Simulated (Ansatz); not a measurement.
# Cs2SnI6: the cost of one run

Computed with Ansatz 0.2.0 (DFT PBEsol, scalar-relativistic, plane waves, PAW, unless a step's input says otherwise).

## Step 1: Starting point

The structure is cubic, space group Fm-3m (No. 225). The conventional cell has a = 11.628 Å, b = 11.628 Å, c = 11.628 Å, α = 90.00°, β = 90.00°, γ = 90.00°. Around Cs (site symmetry -43m) lie 12 I at 4.11 Å. Around Sn (site symmetry m-3m) lie 6 I at 2.85 Å. Around I (site symmetry 4mm) lie 1 Sn at 2.85 Å and 4 Cs at 4.11 Å.

Coordinates:

```
CELL_PARAMETERS angstrom
0.00000 5.81380 5.81380
5.81380 0.00000 5.81380
5.81380 5.81380 0.00000
ATOMIC_POSITIONS crystal
Cs 0.25000 0.25000 0.25000
Cs 0.75000 0.75000 0.75000
Sn 0.00000 0.00000 0.00000
I 0.75464 0.24536 0.24536
I 0.24536 0.75464 0.24536
I 0.24536 0.75464 0.75464
I 0.75464 0.24536 0.75464
I 0.24536 0.24536 0.75464
I 0.75464 0.75464 0.24536
```

The structure comes from the Crystallography Open Database.

(A quick probe on a coarse mesh, which set the mesh and smearing, is not shown.)

## Step 3: Full relaxation

Contents of input.yaml:

```yaml
crystal:
  lattice:
    - [0.0, 5.8138, 5.8138]
    - [5.8138, 0.0, 5.8138]
    - [5.8138, 5.8138, 0.0]
  atoms:
    - { symbol: Cs, position: [0.25, 0.25, 0.25] }
    - { symbol: Cs, position: [0.75, 0.75, 0.75] }
    - { symbol: Sn, position: [0.0, 0.0, 0.0] }
    - { symbol: I, position: [0.75464, 0.24536, 0.24536] }
    - { symbol: I, position: [0.24536, 0.75464, 0.24536] }
    - { symbol: I, position: [0.24536, 0.75464, 0.75464] }
    - { symbol: I, position: [0.75464, 0.24536, 0.75464] }
    - { symbol: I, position: [0.24536, 0.24536, 0.75464] }
    - { symbol: I, position: [0.75464, 0.75464, 0.24536] }
basis:
  ecutwfc: 420
kpoints:
  mp_grid: { grid: [6, 6, 6] }
hamiltonian:
  xc: pbesol
scf:
  occupations: { method: gaussian, width: 0.1 }
output:
  forces: true
  stress: true
  eigenvalues: true
  write_density: true
  write_potential: true
  elf: true
  volumetric_format: npy
relax:
  adjacent_minimum: "off"
  f_tol: 0.005
  max_steps: 80
  cell: { stress_tol: 0.05 }
```

Command:

```bash
ansatz run input.yaml --threads 4 --pin off --max-ram 10240MiB --backend cpu --events-out ev --progress --plain --runs-dir out
```

What time and memory should one allow on 4 threads of Arm Neoverse V1, shared host?

About 48 s, with a peak of 1.3 GiB.
